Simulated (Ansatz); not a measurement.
## BaTiO3 (Barioperovskite): relaxation of cell and atoms with PBEsol

The system is BaTiO3 (Barioperovskite).

```
Ba Ti O
1.0
     3.98550    0.00000    0.00000
     0.00000    2.83690    2.84515
     0.00000   -2.83690    2.84515
Ba Ti O
1 1 3
Direct
  0.00000 0.00000 0.00000
  0.50000 0.51240 0.51240
  0.50000 0.99184 0.50524
  0.50000 0.50524 0.99184
  0.00000 0.48740 0.48740
```

```
Program             : Ansatz 0.2.0
Task                : relaxation of cell and atoms
Functional          : PBEsol
Potentials or basis : Ansatz PAW
Cutoff              : 420 eV (not typed: the program's choice for these potentials)
k mesh              : 7 × 7 × 7
Occupations         : fermi-dirac, width 0.05 eV
Spin                : no spin polarisation
```

```
Relaxed volume                         : 12.69 Å³/atom
Relaxed cell                           : a = 3.950 Å, b = 4.007 Å, c = 4.007 Å, α = 89.79°, β = 90.00°, γ = 90.00°
Space group after relaxing (to 0.05 Å) : Amm2 (No. 38)
Energy gained by relaxing              : 8.1 meV/atom
Ionic steps                            : 11
Pressure after relaxing                : 0.0 GPa
Band gap on the k mesh                 : 2.23 eV, indirect (least direct gap 2.45 eV)
```

Step by step:
| step | energy change (eV) | largest force (eV/Å) | volume (Å³) |
| --- | --- | --- | --- |
| 1 | 0.0000 | 0.2872 | 64.34 |
| 2 | -0.0258 | 0.3803 | 62.84 |
| 3 | -0.0366 | 0.1807 | 62.74 |
| 4 | -0.0380 | 0.1553 | 62.96 |
| 5 | -0.0408 | 0.1315 | 63.03 |
| 6 | -0.0432 | 0.0109 | 63.43 |
| 7 | -0.0431 | 0.0056 | 63.48 |
| 8 | -0.0432 | 0.0007 | 63.46 |
| 9 | -0.0403 | 0.0006 | 63.46 |
| 10 | -0.0404 | 0.0011 | 63.43 |
| 11 | -0.0403 | 0.0010 | 63.43 |

Final structure:
```
CELL_PARAMETERS angstrom
3.94989 0.00000 0.00000
0.00000 2.82830 2.83877
0.00000 -2.82830 2.83877
ATOMIC_POSITIONS crystal
Ba 0.00000 0.00708 0.00708
Ti 0.50000 0.51984 0.51984
O 0.50000 0.98481 0.49373
O 0.50000 0.49373 0.98481
O 0.00000 0.49142 0.49142
```

Levels at points of the mesh, in eV from the valence-band top:
| k point | band 16 | band 17 | band 18 | band 19 | band 20 | band 21 | band 22 | band 23 | band 24 | band 25 |
| --- | --- | --- | --- | --- | --- | --- | --- | --- | --- | --- |
| (0.00, 0.00, 0.00) | -1.27 | -1.10 | -0.33 | -0.32 | -0.23 | 2.23 | 2.42 | 2.49 | 4.56 | 4.60 |

Wall time 91 s on 2 threads of Arm Neoverse V1 (shared host), peak memory 0.45 GiB.

Caveat: odd divisions of the mesh miss points on the zone boundary, where band edges often lie, so the gap on the mesh can be too wide; the plane-wave basis is chosen anew once the cell has moved, so the energies of steps on either side of that aren't comparable; the pressure holds a Pulay correction of +0.6 GPa for the finite cutoff; spin-orbit coupling is left out, which moves the levels of the heavy elements; the PAW data sets come from PBE, with cores solved anew for the run's functional, which leaves a small shift of forces and pressure. A k mesh can miss the band edges.
